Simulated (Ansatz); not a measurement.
# What a change of settings does: Y (fcc type)

First run: DFT, PBE, all-electron LAPW, scalar-relativistic (Ansatz 0.2.0).

Command: `ansatz run input.yaml --threads 1 --pin off --max-ram 2048MiB --backend cpu --events-out ev --progress --plain --runs-dir out` It took 4.4 s on 1 thread of Intel(R) Xeon(R) 6975P-C (Granite Rapids), with other jobs on the host, peak memory 0.32 GiB.

```yaml
crystal:
  lattice:
    - [0.0, 2.1128567215, 2.1128567215]
    - [2.1128567215, 0.0, 2.1128567215]
    - [2.1128567215, 2.1128567215, 0.0]
  atoms:
    - { symbol: "Y", position: [0.0, 0.0, 0.0] }
kpoints:
  mp_grid: { grid: [14, 14, 14] }
  band_path:
    path:
      - [0.0, 0.0, 0.0]
      - [0.5, 0.0, 0.5]
      - [0.625, 0.25, 0.625]
      - [0.375, 0.375, 0.75]
      - [0.0, 0.0, 0.0]
      - [0.5, 0.5, 0.5]
      - [0.5, 0.25, 0.75]
      - [0.5, 0.0, 0.5]
    npoints: 8
scf:
  occupations: { method: fermi_dirac, width: 0.08 }
hamiltonian:
  xc: pbe
  pseudopotentials: { kind: all_electron, lapw: { basis_error: 0.001 } }
output:
  forces: true
  stress: true
  eigenvalues: true
  populations: true
  dos: { projected: true, de: 0.2, e_range: [-14, 8] }
```

The cell comes from a relaxation on PAW files under the same functional, begun from a prototype that needn't be the stable phase.

This run: volume at 0.58 of the series' base cell.

It converges in 5 SCF iterations at a pressure of 48.3 GPa.

The input is then changed:

```diff
   atoms:
-    - { symbol: "Y", position: [0.0, 0.0, 0.0] }
+    - { symbol: "Y", position: [0.0, 0.0, 0.0], spin: 0.2 }
 kpoints:
-  mp_grid: { grid: [14, 14, 14] }
+  mp_grid: { grid: [21, 21, 21] }
   band_path:
   populations: true
-  dos: { projected: true, de: 0.2, e_range: [-14, 8] }
+magnetization:
+  spin_polarized: true
+accuracy: medium
```

**Question.** What does the second run give?

**Answer.** It converges in 9 SCF iterations at a pressure of 48.1 GPa, cell moment 0.00 μB. More than one line changes, and not each need have an effect.
